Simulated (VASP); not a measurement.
Set up this calculation in VASP 6.6.1, as an ASE script.

```
Task                   : single point
Functional             : optB86b-vdW
Potentials or basis    : VASP PAW PBE potentials, release 64 (Ca_sv)
Cutoff                 : 520 eV
k mesh                 : 9 × 9 × 9
Occupations            : tetrahedron
Spin                   : no spin polarisation
Monkhorst-Pack mesh    : yes
Further INCAR settings : ALGO = Fast; EDIFF = 1.00e-07
```

Crystal: Ca.

```
Ca
1.0
    -2.20520    2.20520    2.19611
     2.20520   -2.20520    2.19611
     2.20520    2.20520   -2.19611
Ca
1
Direct
  0.50000 0.50000 0.00000
```

This isn't the form of Ca at room conditions, which is fcc.

These files were run (other wordings do the same):

run.py

```python
from ase import Atoms
from ase.calculators.vasp import Vasp
from ase.dft.bandgap import bandgap

atoms = Atoms(
    ['Ca'],
    cell=[[-2.2052049036, 2.2052049036, 2.19611481], [2.2052049036, -2.2052049036, 2.19611481], [2.2052049036, 2.2052049036, -2.19611481]],
    scaled_positions=[[0.5, 0.5, 0.0]],
    pbc=True,
)
calc = Vasp(
    directory='calc',
    xc='optb86b-vdw',
    pp='PBE',
    setups='recommended',
    prec='Accurate',
    encut=520,
    ediff=1e-07,
    ismear=-5,
    sigma=0.005,
    lreal=False,
    lasph=True,
    nelm=80,
    algo='Fast',
    isif=2,
    lwave=False,
    lcharg=False,
    kpts=[9, 9, 9],
    gamma=False,
)
atoms.calc = calc

print('energy (eV):', atoms.get_potential_energy())
print('free energy (eV):', atoms.get_potential_energy(force_consistent=True))
print('forces (eV/A):')
print(atoms.get_forces())
print('stress (eV/A^3, Voigt):', atoms.get_stress())
print('Fermi level (eV):', calc.get_fermi_level())
gap, top, bottom = bandgap(calc)
print('band gap (eV):', gap, 'from (spin, k, band)', top, 'to', bottom)
```

Potentials or basis: VASP PAW PBE potentials, release 64 (Ca_sv).

Run with:

```bash
$ python run.py
```

It gave:

```yaml
Pressure: -1.0 GPa
```

Caveat: the PAW data sets were made with another functional, which shifts forces and pressure a little; tetrahedron occupations give inexact forces and stress in metals.

It took 76 s on 1 thread of Intel(R) Xeon(R) Platinum 8488C (Sapphire Rapids), on a shared host, peak memory 0.34 GiB.
